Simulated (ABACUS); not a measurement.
The system is Zn.

```
Zn
1.0
     2.67000    0.00000    0.00000
    -1.33500    2.31229    0.00000
     0.00000    0.00000    4.96600
Zn
2
Direct
  0.66667 0.33333 0.75000
  0.33333 0.66667 0.25000
```

- Program: ABACUS 3.10.1
- Task: single point
- Functional: PBEsol
- Potentials or basis: PseudoDojo NC SR 0.4.1 PBEsol standard
- Cutoff: 1143 eV
- Density cutoff: 4572 eV
- Basis: plane waves
- k mesh: 11 × 11 × 6
- Occupations: fermi-dirac, width 0.05 eV
- Spin: no spin polarisation

On this cell: pressure -5.7 GPa; largest force under 0.003 eV/Å; band gap on the k mesh none (metal or under the smearing width).

The same run follows on a disturbed copy (atoms moved at random, drawn with an rms of 0.05 Å):

```
CELL_PARAMETERS angstrom
2.67000 0.00000 0.00000
-1.33500 2.31229 0.00000
0.00000 0.00000 4.96600
ATOMIC_POSITIONS crystal
Zn 0.66542 0.31974 0.74893
Zn 0.32257 0.68013 0.25107
```

Task: What does the disturbed cell give?

Result: The energy (extrapolated to zero smearing) moves by +1.0 meV/atom; pressure -5.7 GPa; largest force 0.049 eV/Å; band gap on the k mesh none (metal or under the smearing width).

Forces on the atoms (eV/Å):
```
Zn  -0.026  0.031  0.027
Zn   0.026 -0.031 -0.027
```

Stress tensor (GPa, compression positive):
```
-5.63 -0.08 -0.01
-0.08 -5.78  0.01
-0.01  0.01 -5.56
```
